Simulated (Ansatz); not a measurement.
The system is Cu.

```xyz
1
Lattice="0.0000 1.8075 1.8075 1.8075 0.0000 1.8075 1.8075 1.8075 0.0000" Properties=species:S:1:pos:R:3 pbc="T T T"
Cu    0.0000    0.0000    0.0000
```

Base run:

* Program: Ansatz 0.2.0
* Functional: PBEsol
* Potentials or basis: Ansatz PAW
* Cutoff: 420 eV (not typed: the program's choice for these potentials)
* k mesh: 13 × 13 × 13
* Occupations: fermi-dirac, width 0.05 eV
* Spin: no spin polarisation

Its results: band gap on the k mesh none (metal or under the smearing width); pressure -6.6 GPa.

Question: After a change of settings the same cell gave: band gap on the k mesh none (metal or under the smearing width); pressure 1.7 GPa. Which change was it?
A. functional from PBEsol to revPBE
B. functional from PBEsol to PBE; occupations from fermi-dirac, width 0.05 eV to gaussian, width 0.011 eV
C. functional from PBEsol to LDA
D. functional from PBEsol to RPBE

Answer: B.

Caveats: the PAW data sets come from PBE, with cores solved anew for the run's functional, which leaves a small shift of forces and pressure (some runs).
